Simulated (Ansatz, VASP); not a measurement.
## Sr: VASP beside Ansatz

File INCAR:

```
PREC = Accurate
ENCUT = 520
EDIFF = 1E-6
ISMEAR = 0
SIGMA = 0.15
LREAL = False
LASPH = True
NELM = 100
ALGO = Normal
ISIF = 2
LWAVE = False
LCHARG = False
GGA = PE
NBANDS = 11
```

File KPOINTS:

```
Automatic mesh
0
Gamma
  14 14 14
```

The input POSCAR:

```
Sr
1.0
    0.0000000000      3.0423500000      3.1640440000
    3.0423500000      0.0000000000      3.1640440000
    3.0423500000      3.0423500000      0.0000000000
Sr
1
Direct
    0.0000000000      0.0000000000      0.0000000000
```

Input for Ansatz:

```yaml
crystal:
  lattice:
    - [0.0, 3.04235, 3.164044]
    - [3.04235, 0.0, 3.164044]
    - [3.04235, 3.04235, 0.0]
  atoms:
    - { symbol: Sr, position: [0.0, 0.0, 0.0] }
basis:
  ecutwfc: 420
kpoints:
  mp_grid: { grid: [14, 14, 14] }
hamiltonian:
  xc: pbe
scf:
  occupations: { method: gaussian, width: 0.15 }
output:
  forces: true
  stress: true
  eigenvalues: true
```

Change from the starting cell: strain +0.000 along x and y, +0.040 along z, atoms carried along.

Alike in both runs: task single point; functional PBE; k mesh 14 × 14 × 14; occupations gaussian, width 0.15 eV; no spin polarisation.

|  | VASP | Ansatz |
| --- | --- | --- |
| version | VASP 6.6.1 | Ansatz 0.2.0 |
| potentials or method | VASP PAW PBE potentials, release 64 (Sr_sv) | scalar-relativistic, plane waves, PAW |
| plane-wave cutoff (eV) | 520 | 420 |
| valence electrons in the cell | 10 | 10 |

|  | VASP | Ansatz | Ansatz less VASP |
| --- | --- | --- | --- |
| gap on the k mesh at the Fermi level (eV) | none | none | - |
| pressure (GPa) | -0.7 | -0.7 | 0.00 |
| largest component of the traceless stress (GPa) | 0.16 | 0.16 | 0.000 |

A gap of «none» marks a metal or a gap that the smearing closes.
